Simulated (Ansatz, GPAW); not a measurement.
This is a calculation of FeO (Wuestite) for Ansatz 0.2.0. 

input.yaml

```yaml
crystal:
  lattice:
    - [0.0, 2.1554, 2.1554]
    - [2.1554, 0.0, 2.1554]
    - [2.1554, 2.1554, 0.0]
  atoms:
    - { symbol: Fe, position: [0.0, 0.0, 0.0], spin: 3.0 }
    - { symbol: O, position: [0.5, 0.5, 0.5] }
kpoints:
  mp_grid: { grid: [11, 11, 11] }
scf:
  occupations: { method: gaussian, width: 0.023 }
hamiltonian:
  xc: pbe
  pseudopotentials: { kind: all_electron, lapw: { basis_error: 0.001 } }
magnetization:
  spin_polarized: true
output:
  forces: true
  stress: true
  eigenvalues: true
```

Potentials or basis: all-electron LAPW, scalar-relativistic.

The run is started by

```bash
$ ansatz run input.yaml --threads 2 --pin off --max-ram 6144MiB --backend cpu --events-out ev --progress --plain --runs-dir out
```

Question: Translate it to GPAW 26.7.0 (ASE script). Potentials or basis there: GPAW PAW data sets (gpaw-data 1.2.1), cutoff 800 eV.

Answer: As run (cutoffs and basis follow the program's own potentials, and thresholds, step limits or extra output files can differ):

Contents of run.py:

```python
from ase.dft.bandgap import bandgap
from ase.io import read, write
from ase.units import GPa
from gpaw import GPAW, PW

atoms = read('POSCAR')
atoms.set_initial_magnetic_moments([3.0, 0.0])

calc = GPAW(mode=PW(800),
            xc='PBE',
            kpts={'size': (11, 11, 11), 'gamma': True},
            occupations={'name': 'methfessel-paxton', 'order': 0, 'width': 0.023},
            nbands=17,
            convergence={'density': 1e-05, 'energy': 1e-05},
            maxiter=150,
            txt='gpaw.txt')
atoms.calc = calc
energy = atoms.get_potential_energy()
forces = atoms.get_forces()
stress = atoms.get_stress()
calc.write('gs.gpw')
write('result.traj', atoms)
print(f'Energy: {energy:.6f} eV')
print('Forces (eV/A):')
print(forces.round(4))
print('Stress (GPa):', (stress / GPa).round(3))
print('Moments:', calc.get_magnetic_moments().round(3))
print('Fermi level:', round(calc.get_fermi_level(), 4), 'eV')
print(f'Gap: {bandgap(calc)[0]:.4f} eV, direct: {bandgap(calc, direct=True)[0]:.4f} eV')
```

POSCAR

```
FeO
1.0
    0.0000000000      2.1554000000      2.1554000000
    2.1554000000      0.0000000000      2.1554000000
    2.1554000000      2.1554000000      0.0000000000
Fe O
1 1
Direct
    0.0000000000      0.0000000000      0.0000000000
    0.5000000000      0.5000000000      0.5000000000
```

Potentials or basis: GPAW PAW data sets (gpaw-data 1.2.1), pw.

Launch:

```bash
$ OMP_NUM_THREADS=1 python run.py
```

Both were run:

|  | Ansatz | GPAW |
| --- | --- | --- |
| Pressure | -0.4 GPa | 0.8 GPa |
| Net moment | 4.00 μB per cell | 4.00 μB per cell |

Where Ansatz's input types no cutoff or centring, it takes its own default and a Γ-centred mesh.

The magnetic state is the one that the start led to; the real crystal's order can differ.

Pressure is positive in compression.
